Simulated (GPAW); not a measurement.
Here is a GPAW 26.7.0 calculation.

The input run.py:

```python
from ase import Atoms
from ase.dft.bandgap import bandgap
from ase.io import write
from ase.units import GPa
from gpaw import GPAW, PW, setup_paths

setup_paths.insert(0, '.')

atoms = Atoms(['Fe', 'O'],
              cell=[[0.0, 2.1554, 2.1554],
                    [2.1554, 0.0, 2.1554],
                    [2.1554, 2.1554, 0.0]],
              scaled_positions=[[0.0, 0.0, 0.0],
                                [0.5, 0.5, 0.5]],
              pbc=True)
atoms.set_initial_magnetic_moments([3.0, 0.0])

calc = GPAW(mode=PW(800),
            xc='PBEsol',
            kpts={'size': (11, 11, 11), 'gamma': True},
            occupations={'name': 'fermi-dirac', 'width': 0.05},
            setups={'Fe': ':d,2.0'},
            nbands=17,
            convergence={'density': 1e-05, 'energy': 1e-05},
            maxiter=150,
            txt='gpaw.txt')
atoms.calc = calc
energy = atoms.get_potential_energy()
forces = atoms.get_forces()
stress = atoms.get_stress()
calc.write('gs.gpw')
write('result.traj', atoms)
print(f'Energy: {energy:.6f} eV')
print('Forces (eV/A):')
print(forces.round(4))
print('Stress (GPa):', (stress / GPa).round(3))
print('Moments:', calc.get_magnetic_moments().round(3))
print('Fermi level:', round(calc.get_fermi_level(), 4), 'eV')
print(f'Gap: {bandgap(calc)[0]:.4f} eV, direct: {bandgap(calc, direct=True)[0]:.4f} eV')

path = atoms.cell.bandpath('GXWKGLUWLK,UX', npoints=100, eps=1e-4)
bs_calc = calc.fixed_density(kpts=path, symmetry='off', nbands=26,
                             convergence={'bands': 'CBM+6.0', 'eigenstates': 1e-6}, txt='bands.txt')
bs = bs_calc.band_structure()
bs.write('bs.json')
print(f'Gap on the path: {bandgap(bs_calc)[0]:.4f} eV')
```

Potentials or basis: PAW data sets generated in the run's folder for this functional, pw.

The run is started by

```sh
$ gpaw-setup -f PBEsol Fe O
$ OMP_NUM_THREADS=1 python run.py
```

(1) Predict the band gap along the path.

(2) What does it give for the site moments?

(3) Predict the pressure.

(4) What does it give for the net moment?

Answers

(1) none (metal or under the smearing width).

(2) Fe +3.63; O +0.20 μB.

(3) -6.4 GPa.

(4) 4.00 μB per cell.

Caveat: a cell with one magnetic atom can't hold antiferromagnetic order, which such compounds often take.

**Experimental background.**

“W\"ustite: Electric, thermodynamic and optical properties of FeO”, 2012, arxiv:1203.1201 quotes, for a bulk crystal of FeO: band gap 2.4 eV (optical).

A measured gap of FeO is 2.4 eV (optical; quoted in “W\"ustite: Electric, thermodynamic and optical properties of FeO”, 2012, arxiv:1203.1201); the calculated 0.00 eV misses it by -2.40 eV. So large a miss can be the level of theory's own, or it may mean another phase, state or a wrong row. The value is that of PBEsol+U, without temperature or zero-point motion. The run's magnetic order (collinear spin, ferromagnetic start) needn't be the measured crystal's.
